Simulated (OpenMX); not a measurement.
# CdTe (F-43m) in OpenMX: further runs, part 2 of 2

OpenMX 3.8.5.

## (3) Single point, PBE, 32.92 Å³/atom

The input, CdTe.dat:

```
System.CurrrentDirectory             ./
System.Name                          CdTe
DATA.PATH                            ./DFT_DATA13
level.of.stdout                      1
level.of.fileout                     0
Species.Number                       2
<Definition.of.Atomic.Species
  Te  Te7.0-s3p2d2           Te_PBE13
  Cd  Cd7.0-s3p2d1           Cd_PBE13
Definition.of.Atomic.Species>

Atoms.Number                         2
Atoms.SpeciesAndCoordinates.Unit     FRAC
<Atoms.SpeciesAndCoordinates
    1  Te    0.7500000000    0.7500000000    0.7500000000   8.000  8.000
    2  Cd    0.0000000000    0.0000000000    0.0000000000   6.000  6.000
Atoms.SpeciesAndCoordinates>

Atoms.UnitVectors.Unit               Ang
<Atoms.UnitVectors
     0.0000000000    3.2050000000    3.2050000000
     3.2050000000    0.0000000000    3.2050000000
     3.2050000000    3.2050000000    0.0000000000
Atoms.UnitVectors>

scf.XcType                           GGA-PBE
scf.SpinPolarization                 off
scf.ElectronicTemperature            580.226
scf.energycutoff                     500.0
scf.maxIter                          100
scf.EigenvalueSolver                 band
scf.Kgrid                            7 7 7
scf.Mixing.Type                      rmm-diisk
scf.Init.Mixing.Weight               0.05
scf.Min.Mixing.Weight                0.001
scf.Max.Mixing.Weight                0.3
scf.Mixing.History                   25
scf.Mixing.StartPulay                8
scf.criterion                        1.0e-8
MD.Type                              nomd
```

Potentials or basis: OpenMX 2013 PBE set, Te7.0-s3p2d2, Cd7.0-s3p2d1, fixed grid of 50 × 50 × 50 points.

Command:

```bash
$ openmx CdTe.dat -nt 1 > CdTe.std
```

It took 51 s on 1 thread of Intel Xeon Platinum 8488C (Sapphire Rapids), shared host; peak memory 0.76 GiB.

Results (log left out):

| Quantity | Value |
| --- | --- |
| Free energy | -4140.5847 eV |
| Band gap on the k mesh | 1.18 eV, direct |
| Mulliken charges | Te -0.41; Cd +0.41 e |

Caveat: the basis has few d functions beyond the semicore shells, which can make volumes several per cent too large; Mulliken charges move with the basis; spin-orbit coupling is left out, which moves the levels of the heavy elements; the basis of atomic orbitals isn't converged, which shifts pressures, moduli and gaps.

## (4) Single point, PBE, 32.26 Å³/atom (volume scaled by 0.98)

Changes to CdTe.dat since step 3:

```diff
@@ -20,5 +20,5 @@
 <Atoms.UnitVectors
-     0.0000000000    3.2050000000    3.2050000000
-     3.2050000000    0.0000000000    3.2050000000
-     3.2050000000    3.2050000000    0.0000000000
+     0.0000000000    3.1834892848    3.1834892848
+     3.1834892848    0.0000000000    3.1834892848
+     3.1834892848    3.1834892848    0.0000000000
 Atoms.UnitVectors>
@@ -28,3 +28,2 @@
 scf.ElectronicTemperature            580.226
-scf.energycutoff                     500.0
 scf.maxIter                          100
@@ -40 +39,3 @@
 MD.Type                              nomd
+scf.Ngrid                            50 50 50
+scf.energycutoff                     500.0
```

Command:

```bash
$ openmx CdTe.dat -nt 1 > CdTe.std
```

Wall time 53 s (1 thread of Intel Xeon Platinum 8488C (Sapphire Rapids), shared host); peak memory 0.77 GiB.

The run converged. Its results:

| Item | Value |
| --- | --- |
| Free energy | -4140.5341 eV |
| Band gap on the k mesh | 1.27 eV, direct |
| Mulliken charges | Te -0.40; Cd +0.40 e |

Caveat: the basis has few d functions beyond the semicore shells, which can make volumes several per cent too large; Mulliken charges move with the basis; spin-orbit coupling is left out, which moves the levels of the heavy elements; the basis of atomic orbitals isn't converged, which shifts pressures, moduli and gaps.

## (5) Single point, PBE, 33.58 Å³/atom (volume scaled by 1.02)

Changes to CdTe.dat since step 4:

```diff
@@ -20,5 +20,5 @@
 <Atoms.UnitVectors
-     0.0000000000    3.1834892848    3.1834892848
-     3.1834892848    0.0000000000    3.1834892848
-     3.1834892848    3.1834892848    0.0000000000
+     0.0000000000    3.2262257841    3.2262257841
+     3.2262257841    0.0000000000    3.2262257841
+     3.2262257841    3.2262257841    0.0000000000
 Atoms.UnitVectors>
```

Command:

```bash
$ openmx CdTe.dat -nt 1 > CdTe.std
```

It took 51 s on 1 thread of Intel Xeon Platinum 8488C (Sapphire Rapids), shared host; peak memory 0.76 GiB.

It converged, with:

| Quantity | Value |
| --- | --- |
| Free energy | -4140.6264 eV |
| Band gap on the k mesh | 1.10 eV, direct |
| Mulliken charges | Te -0.42; Cd +0.42 e |

Caveat: the basis has few d functions beyond the semicore shells, which can make volumes several per cent too large; Mulliken charges move with the basis; spin-orbit coupling is left out, which moves the levels of the heavy elements; the basis of atomic orbitals isn't converged, which shifts pressures, moduli and gaps.

## (6) Single point, PBE, 31.60 Å³/atom (volume scaled by 0.96)

Changes to CdTe.dat since step 5:

```diff
@@ -20,5 +20,5 @@
 <Atoms.UnitVectors
-     0.0000000000    3.2262257841    3.2262257841
-     3.2262257841    0.0000000000    3.2262257841
-     3.2262257841    3.2262257841    0.0000000000
+     0.0000000000    3.1616838793    3.1616838793
+     3.1616838793    0.0000000000    3.1616838793
+     3.1616838793    3.1616838793    0.0000000000
 Atoms.UnitVectors>
```

Potentials or basis: OpenMX 2013 PBE set, Te7.0-s3p2d2, Cd7.0-s3p2d1, fixed grid of 50 × 50 × 50 points.

Command:

```bash
$ openmx CdTe.dat -nt 1 > CdTe.std
```

Wall time 54 s (1 thread of Intel Xeon Platinum 8488C (Sapphire Rapids), shared host); peak memory 0.78 GiB.

The run converged. Its results:

```yaml
Free_energy: -4140.4728 eV
Band_gap_on_the_k_mesh: 1.35 eV, direct
Mulliken_charges: Te -0.40; Cd +0.40 e
```

Caveat: the basis has few d functions beyond the semicore shells, which can make volumes several per cent too large; Mulliken charges move with the basis; spin-orbit coupling is left out, which moves the levels of the heavy elements; the basis of atomic orbitals isn't converged, which shifts pressures, moduli and gaps.

## (7) Single point, PBE, 34.24 Å³/atom (volume scaled by 1.04)

Changes to CdTe.dat since step 6:

```diff
@@ -20,5 +20,5 @@
 <Atoms.UnitVectors
-     0.0000000000    3.1616838793    3.1616838793
-     3.1616838793    0.0000000000    3.1616838793
-     3.1616838793    3.1616838793    0.0000000000
+     0.0000000000    3.2471758892    3.2471758892
+     3.2471758892    0.0000000000    3.2471758892
+     3.2471758892    3.2471758892    0.0000000000
 Atoms.UnitVectors>
```

Command:

```bash
$ openmx CdTe.dat -nt 1 > CdTe.std
```

Run time: 50 s. Hardware: 1 thread of Intel Xeon Platinum 8488C (Sapphire Rapids), shared host; peak memory 0.74 GiB.

Results (log left out):

```
Free energy            : -4140.6598 eV
Band gap on the k mesh : 1.03 eV, direct
Mulliken charges       : Te -0.42; Cd +0.42 e
```

Caveat: the basis has few d functions beyond the semicore shells, which can make volumes several per cent too large; Mulliken charges move with the basis; spin-orbit coupling is left out, which moves the levels of the heavy elements; the basis of atomic orbitals isn't converged, which shifts pressures, moduli and gaps.

## (8) Single point, PBE, 30.95 Å³/atom (volume scaled by 0.94)

Changes to CdTe.dat since step 7:

```diff
@@ -20,5 +20,5 @@
 <Atoms.UnitVectors
-     0.0000000000    3.2471758892    3.2471758892
-     3.2471758892    0.0000000000    3.2471758892
-     3.2471758892    3.2471758892    0.0000000000
+     0.0000000000    3.1395734784    3.1395734784
+     3.1395734784    0.0000000000    3.1395734784
+     3.1395734784    3.1395734784    0.0000000000
 Atoms.UnitVectors>
```

Command:

```bash
$ openmx CdTe.dat -nt 1 > CdTe.std
```

Wall time 56 s (1 thread of Intel Xeon Platinum 8488C (Sapphire Rapids), shared host); peak memory 0.85 GiB.

The run converged. Its results:

| Item | Value |
| --- | --- |
| Free energy | -4140.3997 eV |
| Band gap on the k mesh | 1.45 eV, direct |
| Mulliken charges | Te -0.39; Cd +0.39 e |

Caveat: the basis has few d functions beyond the semicore shells, which can make volumes several per cent too large; Mulliken charges move with the basis; spin-orbit coupling is left out, which moves the levels of the heavy elements; the basis of atomic orbitals isn't converged, which shifts pressures, moduli and gaps.

## (9) Single point, PBE, 34.90 Å³/atom (volume scaled by 1.06)

Changes to CdTe.dat since step 8:

```diff
@@ -20,5 +20,5 @@
 <Atoms.UnitVectors
-     0.0000000000    3.1395734784    3.1395734784
-     3.1395734784    0.0000000000    3.1395734784
-     3.1395734784    3.1395734784    0.0000000000
+     0.0000000000    3.2678590959    3.2678590959
+     3.2678590959    0.0000000000    3.2678590959
+     3.2678590959    3.2678590959    0.0000000000
 Atoms.UnitVectors>
```

Potentials or basis: OpenMX 2013 PBE set, Te7.0-s3p2d2, Cd7.0-s3p2d1, fixed grid of 50 × 50 × 50 points.

Command:

```bash
$ openmx CdTe.dat -nt 1 > CdTe.std
```

Wall time 49 s (1 thread of Intel Xeon Platinum 8488C (Sapphire Rapids), shared host); peak memory 0.74 GiB.

The run converged. Its results:

```
Free energy            : -4140.6851 eV
Band gap on the k mesh : 0.95 eV, direct
Mulliken charges       : Te -0.43; Cd +0.43 e
```

Caveat: the basis has few d functions beyond the semicore shells, which can make volumes several per cent too large; Mulliken charges move with the basis; spin-orbit coupling is left out, which moves the levels of the heavy elements; the basis of atomic orbitals isn't converged, which shifts pressures, moduli and gaps.

## (10) Equation of state, PBE

This step only gathers the single runs of the series.

It converged, with:

| Property | Result |
| --- | --- |
| Equilibrium volume | 37.55 Å³/atom (rough: see the caveat) |
| Bulk modulus | 30 GPa (rough) |

Energy against volume, from the lowest point:
| volume (Å³/atom) | energy (meV/atom) |
| --- | --- |
| 30.947 | 142.71 |
| 31.605 | 106.12 |
| 32.263 | 75.49 |
| 32.922 | 50.20 |
| 33.580 | 29.32 |
| 34.239 | 12.64 |
| 34.897 | 0.00 |

Caveat: the basis has few d functions beyond the semicore shells, which can make volumes several per cent too large; the minimum lies outside the volumes run; volumes in these bases differ from converged ones by about 1 %, for some elements by several; the basis of atomic orbitals isn't converged, which shifts pressures, moduli and gaps.

## (11) Against experiment

Step 2. Measured gap of CdTe: 1.607 eV (0 K; a printed reference work, data compilation). This calculation gives 1.18 eV (-0.42 eV). Spin-orbit coupling on Cd, Te is left out. The value is that of PBE in an atomic basis (OpenMX 2013 PBE set, Te7.0-s3p2d2, Cd7.0-s3p2d1, grid cutoff 500 Ry), whose error adds to the functional's,, without temperature or zero-point motion. Semilocal functionals fall short of measured gaps as a rule.
